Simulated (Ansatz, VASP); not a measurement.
# Ru in VASP and in Ansatz

File INCAR:

```
SYSTEM = Ru
PREC     = Accurate       ! precision mode
ENCUT    = 520            ! plane-wave cutoff, eV
EDIFF    = 1E-7           ! SCF threshold, eV
ISMEAR   = -1             ! smearing method
SIGMA    = 0.03           ! smearing width, eV
LREAL    = .FALSE.        ! projectors in reciprocal space
LASPH    = .TRUE.         ! aspherical terms in the spheres
NELM     = 60             ! most SCF steps
ALGO     = Normal         ! electronic algorithm
ISIF     = 2              ! what is computed and relaxed
LWAVE    = .FALSE.        ! write WAVECAR
LCHARG   = .FALSE.        ! write CHGCAR
GGA      = PE             ! functional
NBANDS   = 21             ! bands
```

Contents of KPOINTS:

```
Automatic mesh
0
G
  14 14 8
  0 0 0
```

Contents of POSCAR:

```
Ru
1.0
    2.6876390600      0.0000000000      0.0000000000
   -1.3438195300      2.3275637022      0.0000000000
    0.0000000000      0.0000000000      4.2531615502
Ru
2
Direct
    0.3333333333      0.6666666667      0.2500000000
    0.6666666667      0.3333333333      0.7500000000
```

Input for Ansatz:

```yaml
crystal:
  lattice:
    - [2.68763906, 0.0, 0.0]
    - [-1.34381953, 2.3275637022, 0.0]
    - [0.0, 0.0, 4.2531615502]
  atoms:
    - { symbol: Ru, position: [0.3333333333, 0.6666666667, 0.25] }
    - { symbol: Ru, position: [0.6666666667, 0.3333333333, 0.75] }
kpoints:
  mp_grid: { grid: [14, 14, 8] }
  band_path:
    path:
      - [0.0, 0.0, 0.0]
      - [0.5, 0.0, 0.0]
      - [0.3333333333, 0.3333333333, 0.0]
      - [0.0, 0.0, 0.0]
      - [0.0, 0.0, 0.5]
      - [0.5, 0.0, 0.5]
      - [0.3333333333, 0.3333333333, 0.5]
      - [0.0, 0.0, 0.5]
      - [0.5, 0.0, 0.5]
    npoints: 5
scf:
  occupations: { method: fermi_dirac, width: 0.03 }
hamiltonian:
  xc: pbe
  pseudopotentials: { kind: all_electron, lapw: { basis_error: 0.0005 } }
output:
  forces: true
  stress: true
  eigenvalues: true
```

Change from the starting cell: volume scaled by 0.98.

Alike in both runs: task single point; functional PBE; k mesh 14 × 14 × 8; occupations fermi-dirac, width 0.03 eV; no spin polarisation.

|  | VASP | Ansatz |
| --- | --- | --- |
| version | VASP 6.6.1 | Ansatz 0.2.0 |
| potentials or method | VASP PAW PBE potentials, release 64 (Ru_pv) | all-electron LAPW, scalar-relativistic |
| plane-wave cutoff (eV) | 520 | see its input |

|  | VASP | Ansatz | Ansatz less VASP |
| --- | --- | --- | --- |
| pressure (GPa) | 11.6 | 11.6 | -0.01 |
| largest component of the traceless stress (GPa) | 0.86 | 0.90 | +0.042 |

Ansatz ran all-electron here, so the differences hold the error of VASP's frozen core and of both bases.
